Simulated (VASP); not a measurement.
Crystal: W.

```
W
1.0
    -1.58234    1.58234    1.58234
     1.58234   -1.58234    1.58234
     1.58234    1.58234   -1.58234
W
1
Direct
  0.00000 0.00000 0.00000
```

Base run:

* Program: VASP 6.6.1
* Functional: LDA
* Potentials or basis: VASP PAW LDA potentials, release 64 (W_sv)
* Cutoff: 520 eV
* k mesh: 12 × 12 × 12
* Occupations: fermi-dirac, width 0.05 eV
* Spin: no spin polarisation
* Hubbard terms: W d U = 2 eV

Its results: band gap on the k mesh none (metal or under the smearing width); pressure -1.6 GPa.

Q: After a change of settings the same cell gave: band gap on the k mesh none (metal or under the smearing width); pressure 18.2 GPa. Which change was it?
A. hubbard terms from W d U = 2 eV to W d U = 4 eV
B. hubbard terms from W d U = 2 eV to W d U = 8 eV
C. hubbard terms from W d U = 2 eV to none

A: B.

Caveats: U without spin polarisation on a metal has little footing; the U is typed as a test and isn't derived for this compound.
